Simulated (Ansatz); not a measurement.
Boltzmann transport of BN at constant τ

Method: DFT PBE, scalar-relativistic, plane waves, PAW (Ansatz). Plane waves to 420 eV; Γ-centred k mesh 12×12×6; Gaussian smearing of 0.02 eV. No spin polarisation.

Relaxed structure:
```
CELL_PARAMETERS angstrom
2.55454 0.00000 0.00000
-1.27727 2.21230 0.00000
0.00000 0.00000 4.22455
ATOMIC_POSITIONS crystal
B 0.66667 0.33333 0.99981
B 0.33333 0.66667 0.49981
N 0.66667 0.33333 0.62519
N 0.33333 0.66667 0.12519
```

Constant relaxation time and rigid bands. The levels are interpolated over the whole zone and filled by a Fermi function at the stated temperature, with the chemical potential set by the electron count. The Kohn–Sham gap on the mesh is 5.23 eV and isn't corrected.

**Question.** Give the Seebeck coefficient (μV/K; xx, yy, zz) and the conductivity masses (m_e; principal values, sorted) at 900 K against doping (cm⁻³).

**Answer.**
| doping | S | m* |
| --- | --- | --- |
| n 1e18 | -588 -588 -588 | 0.32 0.53 0.53 |
| n 1e19 | -391 -391 -391 | 0.32 0.53 0.53 |
| n 1e20 | -201 -201 -201 | 0.32 0.54 0.54 |
| n 1e21 | -62 -62 -62 | 0.34 0.57 0.57 |
| p 1e18 | 692 692 706 | 0.85 0.85 1.26 |
| p 1e19 | 494 494 508 | 0.85 0.85 1.26 |
| p 1e20 | 298 298 314 | 0.86 0.86 1.26 |
| p 1e21 | 126 126 148 | 0.89 0.89 1.19 |

**Question.** At 10¹⁸ cm⁻³, which carrier is lighter?

**Answer.** Electrons, 0.43 against 0.96 m_e (harmonic means of the principal values).

This wurtzite form isn't the usual stable structure of the compound.

Cost: 1 run of about 1.8 core-minutes, on AMD EPYC 7R43 (Zen 3) (shared hosts).